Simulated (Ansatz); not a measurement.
The following input was run with Ansatz 0.2.0.

```yaml
crystal:
  lattice:
    - [4.5290183156, 0.0, 0.0]
    - [-2.2645091578, 3.9078662626, 0.0]
    - [0.0, 0.0, 23.7935274734]
  atoms:
    - { symbol: Si, position: [0.1655010552, 0.3310021104, 0.3572400103] }
    - { symbol: Si, position: [0.8344989448, 0.6689978896, 0.3572400103] }
    - { symbol: W, position: [0.5, 0.0, 0.3572400103] }
    - { symbol: Si, position: [0.6655010552, 0.3310021104, 0.4524133368] }
    - { symbol: Si, position: [0.3344989448, 0.6689978896, 0.4524133368] }
    - { symbol: W, position: [0.0, 0.0, 0.4524133368] }
    - { symbol: Si, position: [0.1655010552, 0.3310021104, 0.5475866632] }
    - { symbol: Si, position: [0.8344989448, 0.6689978896, 0.5475866632] }
    - { symbol: W, position: [0.5, 0.0, 0.5475866632] }
    - { symbol: Si, position: [0.6655010552, 0.3310021104, 0.6427599897] }
    - { symbol: Si, position: [0.3344989448, 0.6689978896, 0.6427599897] }
    - { symbol: W, position: [0.0, 0.0, 0.6427599897] }
basis:
  ecutwfc: 420
kpoints:
  mp_grid: { grid: [7, 7, 1] }
hamiltonian:
  xc: pbesol
scf:
  occupations: { method: gaussian, width: 0.1 }
output:
  forces: true
  eigenvalues: true
  write_density: true
  write_potential: true
  elf: true
  volumetric_format: npy
relax:
  adjacent_minimum: "off"
  f_tol: 0.03
  max_steps: 70
  constraints: [{ sites: [0, 1, 2, 3, 4, 5] }]
efield:
  axis: 3
  dipole_correction: true
  ramp_width: 0.04
```

Command:
```bash
ansatz run input.yaml --threads 1 --pin off --max-ram 2560MiB --backend cpu --events-out ev --progress --plain --runs-dir out
```

Computed with Ansatz, DFT PBEsol, scalar-relativistic, plane waves, PAW.

Part of what the program printed, abridged:

```
Pseudopotentials: kind: paw
Pseudopotential: Si, paw, valence charge 4, recommended cutoff 420 eV (normal)
Pseudopotential: W, paw, valence charge 14, recommended cutoff 420 eV (normal)
Functional definition: PBEsol
Crystal: 12 atoms, lattice volume = 421.117 Å³
Basis set: ecut = 420 eV, 8217 PW (Γ), exchange–correlation on 64×64×320 points (8 copies of the dense FFT grid, shifted against one another)
Bands: 56, of which v1, the nominal top of the filled ones, is band 44 counted from 1 (43 counted from 0)
Symmetry: 4 space group operations
k-points: 16 of 49
Initial density: superposition of atomic densities (neutral atoms: chi_scale 0, normalization atom), corrected by the library's trained network
Initial wavefunctions: pseudopotential atomic-orbital guess
Functional: x = pbesol(κ = 0.804, μ = 0.12345679), c = pbesol(β = 0.046)
SCF iter   1: F=—  HF=-45997.807760 eV  |F-HF|=—  |Δ(HF+E_count)|=         —  Δρ=6.74e-3  dr2=1.21e0  ethr=1.77e-3  p=0.000 e·Å  D=9.96e-15 V/Å  ΔV_dip= 0.00 eV  dr2_dipole=1.15e-8  V_vac-E_F(+/−)=4.40/4.40 eV  ⟨swp⟩=11.4  Hψ=5393  notcnv=0
efield: sawtooth ramp at fractional position 0.9800 (placed from the atoms, in the widest stretch of the axis that holds none; the zero of the levels goes with the place), width 0.0400; the density the first Hamiltonian is built on has a dipole p = 0.000 e·Å; the dipole correction subtracts the counter field D = 9.96e-15 V/Å, which shifts the + side's vacuum level by  0.00 eV against the − side's; the planar-averaged density in the ramp window peaks in size at 2.3e-5 e/Å³
SCF iter   2: F=—  HF=-45997.811708 eV  |F-HF|=—  |Δ(HF+E_count)|=   3.95e-3  Δρ=8.61e-3  dr2=2.69e0  ethr=1.38e-3  p= 0.000 e·Å  D=-1.33e-6 V/Å  ΔV_dip=0.00 eV  dr2_dipole=7.56e-8  V_vac-E_F(+/−)=4.25/4.25 eV  ⟨swp⟩=3.8  Hψ=1610  notcnv=1  defer=66
SCF iter   3: F=—  HF=-45997.661882 eV  |F-HF|=—  |Δ(HF+E_count)|=   1.50e-1  Δρ=1.61e-3  dr2=8.17e-3  ethr=1.38e-3  p=0.000 e·Å  D=4.66e-7 V/Å  ΔV_dip= 0.00 eV  dr2_dipole=8.26e-12  V_vac-E_F(+/−)=4.40/4.40 eV  ⟨swp⟩=2.7  Hψ=1187  notcnv=0  defer=66
SCF iter   4: F=—  HF=-45997.666144 eV  |F-HF|=—  |Δ(HF+E_count)|=   4.26e-3  Δρ=5.11e-4  dr2=3.56e-3  ethr=9.28e-6  p=0.000 e·Å  D=3.26e-7 V/Å  ΔV_dip= 0.00 eV  dr2_dipole=1.90e-10  V_vac-E_F(+/−)=4.39/4.39 eV  ⟨swp⟩=2.9  Hψ=1903  notcnv=0  defer=63
SCF iter   5: F=—  HF=-45997.665939 eV  |F-HF|=—  |Δ(HF+E_count)|=   2.05e-4  Δρ=2.23e-4  dr2=6.67e-4  ethr=4.05e-6  p=0.000 e·Å  D=1.70e-7 V/Å  ΔV_dip= 0.00 eV  dr2_dipole=1.65e-11  V_vac-E_F(+/−)=4.37/4.37 eV  ⟨swp⟩=2.7  Hψ=1471  notcnv=0  defer=63
SCF iter   6: F=—  HF=-45997.665827 eV  |F-HF|=—  |Δ(HF+E_count)|=   1.12e-4  Δρ=7.60e-5  dr2=1.04e-4  ethr=7.58e-7  p=0.000 e·Å  D=1.41e-7 V/Å  ΔV_dip= 0.00 eV  dr2_dipole=6.91e-12  V_vac-E_F(+/−)=4.37/4.37 eV  ⟨swp⟩=2.8  Hψ=1562  notcnv=0  defer=63
SCF iter   7: F=-45997.665828 eV  HF=-45997.665830 eV  |F-HF|=1.87e-6  |Δ(HF+E_count)|=   2.49e-6  Δρ=3.06e-5  dr2=1.01e-5  ethr=2.56e-8  p=0.000 e·Å  D=5.86e-8 V/Å  ΔV_dip= 0.00 eV  dr2_dipole=4.43e-14  V_vac-E_F(+/−)=4.36/4.36 eV  ⟨swp⟩=26.9  Hψ=10966  notcnv=0
SCF 1 converged in 7 iterations: F = -45997.665828 eV  dr2 = 1.01e-5
relax step   1: F+E_penalty+E_count = -45997.66582784 eV  Δ(F+E_penalty+E_count) = +0.000e0 eV  max|allowed force component| = 2.018e0 eV/Å  Δτ_max = 0.0000 Å  (7 SCF iters, dr2 threshold 2.25e-5 eV, accepted)
Initial density: handed on by an earlier stage of this run
Initial wavefunctions: those handed on with the density
SCF iter   1: F=—  HF=-45997.868070 eV  |F-HF|=—  |Δ(HF+E_count)|=         —  Δρ=6.87e-3  dr2=1.05e0  ethr=1.15e-3  p= 0.000 e·Å  D=-2.54e-8 V/Å  ΔV_dip=0.00 eV  dr2_dipole=2.50e-1  V_vac-E_F(+/−)=4.43/4.43 eV  ⟨swp⟩=2.0  Hψ=3533  notcnv=0  defer=67
efield: sawtooth ramp at fractional position 0.9800 (handed on by an earlier solve), width 0.0400; the density the first Hamiltonian is built on has a dipole p =  0.000 e·Å; the dipole correction subtracts the counter field D = -2.54e-8 V/Å, which shifts the + side's vacuum level by +0.00 eV against the − side's; the planar-averaged density in the ramp window peaks in size at 1.1e-6 e/Å³
SCF iter   2: F=—  HF=-45997.853372 eV  |F-HF|=—  |Δ(HF+E_count)|=   1.47e-2  Δρ=4.23e-3  dr2=3.59e-1  ethr=1.15e-3  p=0.005 e·Å  D=2.33e-3 V/Å  ΔV_dip=-0.06 eV  dr2_dipole=2.66e-5  V_vac-E_F(+/−)=4.29/4.34 eV  ⟨swp⟩=3.1  Hψ=1518  notcnv=0  defer=67
SCF iter   3: F=—  HF=-45997.794718 eV  |F-HF|=—  |Δ(HF+E_count)|=   5.87e-2  Δρ=1.29e-3  dr2=3.44e-2  ethr=4.08e-4  p=-0.006 e·Å  D=-2.50e-3 V/Å  ΔV_dip=0.06 eV  dr2_dipole=2.95e-3  V_vac-E_F(+/−)=4.44/4.38 eV  ⟨swp⟩=2.6  Hψ=1506  notcnv=0  defer=68
SCF iter   4: F=—  HF=-45997.789959 eV  |F-HF|=—  |Δ(HF+E_count)|=   4.76e-3  Δρ=3.74e-4  dr2=3.19e-3  ethr=3.91e-5  p=-0.004 e·Å  D=-1.80e-3 V/Å  ΔV_dip=0.04 eV  dr2_dipole=9.87e-4  V_vac-E_F(+/−)=4.43/4.38 eV  ⟨swp⟩=3.0  Hψ=1627  notcnv=0  defer=74
SCF iter   5: F=—  HF=-45997.789982 eV  |F-HF|=—  |Δ(HF+E_count)|=   2.34e-5  Δρ=1.37e-4  dr2=2.36e-4  ethr=3.63e-6  p=-0.005 e·Å  D=-2.11e-3 V/Å  ΔV_dip=0.05 eV  dr2_dipole=3.28e-5  V_vac-E_F(+/−)=4.44/4.39 eV  ⟨swp⟩=2.1  Hψ=1224  notcnv=0  defer=74
SCF iter   6: F=-45997.790037 eV  HF=-45997.790034 eV  |F-HF|=2.73e-6  |Δ(HF+E_count)|=   5.19e-5  Δρ=4.94e-5  dr2=1.54e-5  ethr=1.14e-7  p=-0.005 e·Å  D=-2.32e-3 V/Å  ΔV_dip=0.06 eV  dr2_dipole=6.66e-7  V_vac-E_F(+/−)=4.44/4.39 eV  ⟨swp⟩=29.0  Hψ=11849  notcnv=0
SCF 2 converged in 6 iterations: F = -45997.790037 eV  dr2 = 1.54e-5
relax step   2: F+E_penalty+E_count = -45997.79003672 eV  Δ(F+E_penalty+E_count) = -1.242e-1 eV  max|allowed force component| = 1.355e0 eV/Å  Δτ_max = 0.1987 Å  (6 SCF iters, dr2 threshold 1.00e-4 eV, accepted)
SCF iter   1: F=—  HF=-45997.856000 eV  |F-HF|=—  |Δ(HF+E_count)|=         —  Δρ=2.37e-3  dr2=8.27e-2  ethr=1.37e-3  p=-0.005 e·Å  D=-2.32e-3 V/Å  ΔV_dip=0.06 eV  dr2_dipole=1.14e-2  V_vac-E_F(+/−)=4.44/4.38 eV  ⟨swp⟩=3.9  Hψ=1617  notcnv=0  defer=72
efield: sawtooth ramp at fractional position 0.9800 (handed on by an earlier solve), width 0.0400; the density the first Hamiltonian is built on has a dipole p = -0.005 e·Å; the dipole correction subtracts the counter field D = -2.32e-3 V/Å, which shifts the + side's vacuum level by +0.06 eV against the − side's; the planar-averaged density in the ramp window peaks in size at 1.3e-7 e/Å³
SCF iter   2: F=—  HF=-45997.855717 eV  |F-HF|=—  |Δ(HF+E_count)|=   2.84e-4  Δρ=1.64e-3  dr2=5.43e-2  ethr=9.39e-5  p=-0.009 e·Å  D=-4.07e-3 V/Å  ΔV_dip=0.10 eV  dr2_dipole=2.21e-5  V_vac-E_F(+/−)=4.48/4.39 eV  ⟨swp⟩=3.1  Hψ=1916  notcnv=0  defer=65
SCF iter   3: F=—  HF=-45997.845151 eV  |F-HF|=—  |Δ(HF+E_count)|=   1.06e-2  Δρ=3.46e-4  dr2=1.38e-3  ethr=6.16e-5  p=-0.005 e·Å  D=-2.26e-3 V/Å  ΔV_dip=0.05 eV  dr2_dipole=7.27e-5  V_vac-E_F(+/−)=4.43/4.38 eV  ⟨swp⟩=2.0  Hψ=1347  notcnv=0  defer=65
SCF iter   4: F=—  HF=-45997.844814 eV  |F-HF|=—  |Δ(HF+E_count)|=   3.38e-4  Δρ=1.05e-4  dr2=8.18e-5  ethr=1.57e-6  p=-0.006 e·Å  D=-2.74e-3 V/Å  ΔV_dip=0.07 eV  dr2_dipole=4.04e-7  V_vac-E_F(+/−)=4.44/4.38 eV  ⟨swp⟩=3.1  Hψ=1689  notcnv=0  defer=65
SCF iter   5: F=-45997.844803 eV  HF=-45997.844818 eV  |F-HF|=1.44e-5  |Δ(HF+E_count)|=   3.80e-6  Δρ=4.12e-5  dr2=2.24e-5  ethr=9.30e-8  p=-0.007 e·Å  D=-2.80e-3 V/Å  ΔV_dip=0.07 eV  dr2_dipole=2.96e-6  V_vac-E_F(+/−)=4.44/4.37 eV  ⟨swp⟩=28.6  Hψ=11923  notcnv=0
SCF 3 converged in 5 iterations: F = -45997.844803 eV  dr2 = 2.24e-5
relax step   3: F+E_penalty+E_count = -45997.84480316 eV  Δ(F+E_penalty+E_count) = -5.477e-2 eV  max|allowed force component| = 1.217e-1 eV/Å  Δτ_max = 0.0657 Å  (5 SCF iters, dr2 threshold 1.00e-4 eV, accepted)
SCF iter   1: F=—  HF=-45997.846378 eV  |F-HF|=—  |Δ(HF+E_count)|=         —  Δρ=3.42e-4  dr2=1.30e-3  ethr=2.86e-5  p=-0.007 e·Å  D=-2.80e-3 V/Å  ΔV_dip=0.07 eV  dr2_dipole=1.05e-9  V_vac-E_F(+/−)=4.44/4.37 eV  ⟨swp⟩=2.0  Hψ=1465  notcnv=0  defer=15
efield: sawtooth ramp at fractional position 0.9800 (handed on by an earlier solve), width 0.0400; the density the first Hamiltonian is built on has a dipole p = -0.007 e·Å; the dipole correction subtracts the counter field D = -2.80e-3 V/Å, which shifts the + side's vacuum level by +0.07 eV against the − side's; the planar-averaged density in the ramp window peaks in size at 3.3e-7 e/Å³
SCF iter   2: F=—  HF=-45997.846373 eV  |F-HF|=—  |Δ(HF+E_count)|=   5.58e-6  Δρ=2.97e-4  dr2=1.57e-3  ethr=1.48e-6  p=-0.007 e·Å  D=-3.14e-3 V/Å  ΔV_dip=0.07 eV  dr2_dipole=1.74e-4  V_vac-E_F(+/−)=4.45/4.37 eV  ⟨swp⟩=3.0  Hψ=1865  notcnv=0  defer=14
SCF iter   3: F=—  HF=-45997.846098 eV  |F-HF|=—  |Δ(HF+E_count)|=   2.75e-4  Δρ=4.11e-5  dr2=2.34e-5  ethr=1.48e-6  p=-0.006 e·Å  D=-2.72e-3 V/Å  ΔV_dip=0.06 eV  dr2_dipole=4.30e-6  V_vac-E_F(+/−)=4.44/4.37 eV  ⟨swp⟩=2.0  Hψ=1300  notcnv=0  defer=14
SCF iter   4: F=—  HF=-45997.846346 eV  |F-HF|=—  |Δ(HF+E_count)|=   2.49e-4  Δρ=2.39e-5  dr2=9.47e-6  ethr=2.66e-8  p=-0.006 e·Å  D=-2.77e-3 V/Å  ΔV_dip=0.07 eV  dr2_dipole=2.25e-7  V_vac-E_F(+/−)=4.44/4.37 eV  ⟨swp⟩=3.0  Hψ=1832  notcnv=0  defer=14
SCF iter   5: F=-45997.846344 eV  HF=-45997.846345 eV  |F-HF|=6.01e-7  |Δ(HF+E_count)|=   1.46e-6  Δρ=5.85e-6  dr2=6.52e-7  ethr=1.05e-9  p=-0.006 e·Å  D=-2.76e-3 V/Å  ΔV_dip=0.07 eV  dr2_dipole=2.77e-7  V_vac-E_F(+/−)=4.44/4.37 eV  ⟨swp⟩=21.4  Hψ=9908  notcnv=0
SCF 4 converged in 5 iterations: F = -45997.846344 eV  dr2 = 6.52e-7
relax step   4: F+E_penalty+E_count = -45997.84634434 eV  Δ(F+E_penalty+E_count) = -1.541e-3 eV  max|allowed force component| = 5.484e-2 eV/Å  Δτ_max = 0.0069 Å  (5 SCF iters, dr2 threshold 9.26e-7 eV, accepted)
SCF iter   1: F=—  HF=-45997.846582 eV  |F-HF|=—  |Δ(HF+E_count)|=         —  Δρ=2.39e-4  dr2=1.01e-3  ethr=7.54e-6  p=-0.006 e·Å  D=-2.76e-3 V/Å  ΔV_dip=0.07 eV  dr2_dipole=2.17e-4  V_vac-E_F(+/−)=4.44/4.37 eV  ⟨swp⟩=2.1  Hψ=1567  notcnv=0  defer=3
efield: sawtooth ramp at fractional position 0.9800 (handed on by an earlier solve), width 0.0400; the density the first Hamiltonian is built on has a dipole p = -0.006 e·Å; the dipole correction subtracts the counter field D = -2.76e-3 V/Å, which shifts the + side's vacuum level by +0.07 eV against the − side's; the planar-averaged density in the ramp window peaks in size at 9.4e-8 e/Å³
SCF iter   2: F=—  HF=-45997.846545 eV  |F-HF|=—  |Δ(HF+E_count)|=   3.71e-5  Δρ=2.16e-4  dr2=6.29e-4  ethr=1.15e-6  p=-0.007 e·Å  D=-2.85e-3 V/Å  ΔV_dip=0.07 eV  dr2_dipole=9.67e-5  V_vac-E_F(+/−)=4.44/4.37 eV  ⟨swp⟩=3.1  Hψ=1783  notcnv=0  defer=3
SCF iter   3: F=—  HF=-45997.846426 eV  |F-HF|=—  |Δ(HF+E_count)|=   1.19e-4  Δρ=2.40e-5  dr2=7.82e-6  ethr=7.15e-7  p=-0.006 e·Å  D=-2.71e-3 V/Å  ΔV_dip=0.06 eV  dr2_dipole=1.82e-6  V_vac-E_F(+/−)=4.43/4.37 eV  ⟨swp⟩=2.0  Hψ=1193  notcnv=0  defer=3
SCF iter   4: F=—  HF=-45997.846685 eV  |F-HF|=—  |Δ(HF+E_count)|=   2.59e-4  Δρ=9.71e-6  dr2=1.17e-6  ethr=8.88e-9  p=-0.006 e·Å  D=-2.68e-3 V/Å  ΔV_dip=0.06 eV  dr2_dipole=6.37e-8  V_vac-E_F(+/−)=4.43/4.37 eV  ⟨swp⟩=3.0  Hψ=1705  notcnv=0  defer=3
SCF iter   5: F=-45997.846685 eV  HF=-45997.846685 eV  |F-HF|=1.24e-8  |Δ(HF+E_count)|=   7.73e-8  Δρ=3.08e-6  dr2=9.74e-8  ethr=1.14e-10  p=-0.006 e·Å  D=-2.67e-3 V/Å  ΔV_dip=0.06 eV  dr2_dipole=2.59e-10  V_vac-E_F(+/−)=4.43/4.37 eV  ⟨swp⟩=19.5  Hψ=9446  notcnv=0
SCF 5 converged in 5 iterations: F = -45997.846685 eV  dr2 = 9.74e-8
relax step   5: F+E_penalty+E_count = -45997.84668468 eV  Δ(F+E_penalty+E_count) = -3.403e-4 eV  max|allowed force component| = 4.539e-3 eV/Å  Δτ_max = 0.0060 Å  (5 SCF iters, accepted)
WARN: The input density's exchange-correlation potential varies sharply where the density is thin. Do not read a vacuum level from v_tot or v_xc, or from such a field of the output density. On a cell that repeats whose density bears no net charge and no dipole along the vacuum's axis use v_es (v_loc + v_h of the components); under efield.dipole_correction with no amplitude use v_es + v_field, which holds any external_charges[].barrier, or the levels of the report's work_function block, which leave it out; under a non-zero efield.amplitude the vacuum is tilted and has no level; on a cell that repeats and bears such a dipole with no correction it is tilted too, and efield.dipole_correction wit ...
SCF converged after 5 iterations
Free energy (F): -45997.846685 eV
Harris-Foulkes:  -45997.846685 eV  (|F-HF|=1.24e-8)
Internal energy: -45997.816596 eV  (E = F + TS)
E sigma→0 (E₀):  -45997.831641 eV
Entropy (-TS):   -0.030088 eV (-2.507 meV/atom)
Fermi energy:    3.597388 eV
Dipole field:    D = -0.002681 V/Å  (p = -0.006240 e·Å, saw-weighted, corrected)
Work function:   Φ+ = 4.4331 eV   Φ− = 4.3693 eV
Levels:          The Fermi level and band energies are counted from a zero that moves with the ramp; work functions are not
--- Per-component energies (eV) ---
  E_band       = -1430.664907
  E_kinetic    = 2153.345389
  E_local      = -65836.287408  (includes V_loc(G=0)·N_el)
  E_nonlocal   = 215.933215
  E_hartree    = 31955.374796
  E_xc         = -1509.179690
  E_vxc        = -1343.606594  (∫ρ·V_xc dr)
  E_paw        = -37736.852559  (= ΣΔE_a)
  E_vpaw       = -530.793204  (= ΣTr[D̂ρ^β])
  E_aug_tail   = -0.000243  (compensation charges beyond the density's cutoff)
  E_efield     = 0.000008  (sawtooth field / dipole correction)
  E_vefield    = -0.004735  (∫n·V_field dr)
  E_ewald      = 24758.710242
  E_core_change = 1.139654  (= ΣΔE_core)
  E_smearing   = -0.030088  (= −TS)
--- Forces (eV/Å), atoms counted from 1 ---
  atom   1  Si     0.00000000    -0.25584818    -0.50077222
  atom   2  Si     0.00000000     0.25584818    -0.50077222
  atom   3  W      0.00000000     0.00000000     2.02405369
  atom   4  Si     0.00000000    -0.13049110    -0.52000449
  atom   5  Si     0.00000000     0.13049110    -0.52000449
  atom   6  W      0.00000000     0.00000000     0.02450395
  atom   7  Si     0.00000000    -0.00305109    -0.00208964
  atom   8  Si     0.00000000     0.00305109    -0.00208964
  atom   9  W      0.00000000     0.00000000    -0.00287130
  atom  10  Si     0.00000000    -0.00153236     0.00231989
  atom  11  Si     0.00000000     0.00153236     0.00231989
  atom  12  W      0.00000000     0.00000000    -0.00453936
--- Band table (eV; the first three rows and the last of 16) ---
  k-point 0: bands = ["-69.9222", "-69.8990", "-69.7989", "-69.5926", "-34.3598", "-34.3375", "-34.2574", "-34.2545", "-34.2153", "-34.1871", "-34.1824", "-34.0904", "-34.0260", "-34.0090", "-33.9088", "-33.8367", "-9.7492", "-8.5750", "-7.0220", "-5.8341", "-2.8209", "-2.6254", "-2.1019", "-1.9410", "-1.8753", "-1.5128", "-1.4294", "-1.2530", "-0.5954", "-0.5656", "-0.5243", "0.1418", "0.6286", "0.6905", "0.9244", "1.1611", "1.2827", "1.5562", "1.6959", "1.8035", "2.5624", "3.8631", "3.8698", "4.1228", "4.1951", "4.2325", "4.2527", "4.3506", "6.6802", "6.8986", "7.0675", "7.3439", "7.3864", "7.4396", "7.5272", "7.7104"]
  k-point 1: bands = ["-69.9222", "-69.8990", "-69.7989", "-69.5926", "-34.3603", "-34.3371", "-34.2572", "-34.2548", "-34.2176", "-34.1873", "-34.1834", "-34.0907", "-34.0259", "-34.0105", "-33.9092", "-33.8382", "-9.5204", "-8.3616", "-6.8265", "-5.6922", "-3.4943", "-3.1042", "-2.7851", "-2.6780", "-2.4056", "-1.7616", "-1.0058", "-0.5107", "-0.3061", "0.0129", "0.3808", "0.7112", "0.7347", "0.8238", "1.0732", "1.1836", "1.2337", "1.2568", "1.6855", "1.7411", "2.8253", "3.3884", "3.5230", "3.6335", "3.7931", "3.8763", "3.9872", "4.3468", "5.7599", "6.6037", "6.6767", "6.8235", "7.1369", "7.1839", "7.2463", "7.5882"]
  k-point 2: bands = ["-69.9221", "-69.8990", "-69.7988", "-69.5926", "-34.3613", "-34.3362", "-34.2569", "-34.2556", "-34.2230", "-34.1877", "-34.1857", "-34.0914", "-34.0258", "-34.0139", "-33.9099", "-33.8417", "-8.8610", "-7.7526", "-6.2778", "-5.4072", "-4.9036", "-4.1873", "-3.7629", "-3.2081", "-2.3032", "-1.4853", "-1.3646", "-0.4339", "-0.0487", "0.0140", "0.4269", "0.8918", "0.9719", "1.3472", "1.3484", "1.4793", "1.5912", "1.5991", "1.6818", "2.0122", "2.6135", "2.9320", "3.1278", "3.1597", "3.3674", "4.1635", "4.5152", "4.7108", "4.8788", "5.3883", "5.8104", "6.1138", "6.4043", "6.5587", "7.4916", "7.8082"]
  k-point 15: bands = ["-69.9212", "-69.8997", "-69.7989", "-69.5926", "-34.3836", "-34.3620", "-34.2600", "-34.2395", "-34.2134", "-34.1891", "-34.1858", "-34.0861", "-34.0166", "-34.0122", "-33.9098", "-33.8399", "-8.2796", "-7.1406", "-6.0202", "-5.6399", "-5.1246", "-4.8305", "-3.8185", "-2.5442", "-2.5012", "-2.4511", "-1.1938", "-1.1334", "-0.4197", "-0.2912", "0.2657", "0.3081", "0.9277", "0.9450", "1.2508", "1.3978", "1.4494", "1.5590", "1.7853", "1.8267", "2.5907", "2.8015", "3.1570", "3.2545", "3.9525", "4.1038", "5.3444", "5.4067", "5.6611", "6.2600", "6.3663", "6.7535", "6.8817", "7.2645", "7.3980", "7.4670"]
--- Relaxed structure (5 steps of the walk, 5 accepted, 0 SCFs on fresh bases) ---
  F+E_penalty+E_count = -45997.84668468 eV   max|allowed force component| = 4.539e-3 eV/Å
  atoms:
    - { symbol: Si, position: [0.1655010552, 0.3310021104, 0.3572400103] }
    - { symbol: Si, position: [0.8344989448, 0.6689978896, 0.3572400103] }
    - { symbol: W, position: [0.5, 0.0, 0.3572400103] }
    - { symbol: Si, position: [0.6655010552, 0.3310021104, 0.45241333] }
    - { symbol: Si, position: [0.3344989448, 0.6689978896, 0.45241333] }
    - { symbol: W, position: [0.0, 0.0, 0.45241333] }
    - { symbol: Si, position: [0.16601257, 0.33202515, 0.54824769] }
    - { symbol: Si, position: [0.83398742, 0.66797484, 0.54824769] }
    - { symbol: W, position: [0.5, 0.0, 0.54622747] }
    - { symbol: Si, position: [0.66143330, 0.32286660, 0.64448129] }
    - { symbol: Si, position: [0.33856669, 0.67713339, 0.64448129] }
    - { symbol: W, position: [0.0, 0.0, 0.63743830] }
```

The relaxation met its thresholds.

Time: 85 s on 1 thread of AMD EPYC 9R45 96-Core Processor (Zen 5) (shared host), peak memory 0.76 GiB.

Spin–orbit coupling is left out, which can shift energies with elements as heavy as these.